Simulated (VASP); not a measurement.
The system is CaO.

```
Ca O
1.0
     3.99198    0.00000    0.00000
    -1.99599    3.45715    0.00000
     0.00000    0.00000    4.78484
Ca O
2 2
Direct
  0.66667 0.33333 0.25000
  0.33333 0.66667 0.75000
  0.66667 0.33333 0.75000
  0.33333 0.66667 0.25000
```

The cell comes from a database or a generator and needn't be the stable form of this composition.

| Property | Result |
| --- | --- |
| Program | VASP 6.6.1 |
| Task | single point |
| Functional | PBE |
| Potentials or basis | VASP PAW PBE potentials, release 64 (Ca_sv, O) |
| Cutoff | 520 eV |
| k mesh | 8 × 8 × 6 |
| Occupations | fermi-dirac, width 0.05 eV |
| Spin | no spin polarisation |

On this cell: pressure 1.5 GPa; largest force under 0.003 eV/Å; band gap on the k mesh 3.16 eV, direct.

The same run follows on a disturbed copy (atoms moved at random, drawn with an rms of 0.05 Å):

```
Ca O
1.0
     3.99198    0.00000    0.00000
    -1.99599    3.45715    0.00000
     0.00000    0.00000    4.78484
Ca O
2 2
Direct
  0.65828 0.31672 0.24347
  0.32205 0.64998 0.75124
  0.66086 0.33160 0.74512
  0.34151 0.67089 0.25943
```

Q: What changes?

A: The energy moves by +10.7 meV/atom; pressure 1.7 GPa; largest force 0.604 eV/Å; band gap on the k mesh 3.16 eV, direct.

Forces on the atoms (eV/Å):
```
Ca   0.057  0.434  0.331
Ca   0.013  0.308 -0.184
O    0.085 -0.278  0.207
O   -0.155 -0.464 -0.354
```

Stress tensor (GPa, compression positive):
```
 1.32 -0.34  0.00
-0.34  1.93 -0.05
 0.00 -0.05  1.74
```

A k mesh can miss the band edges.
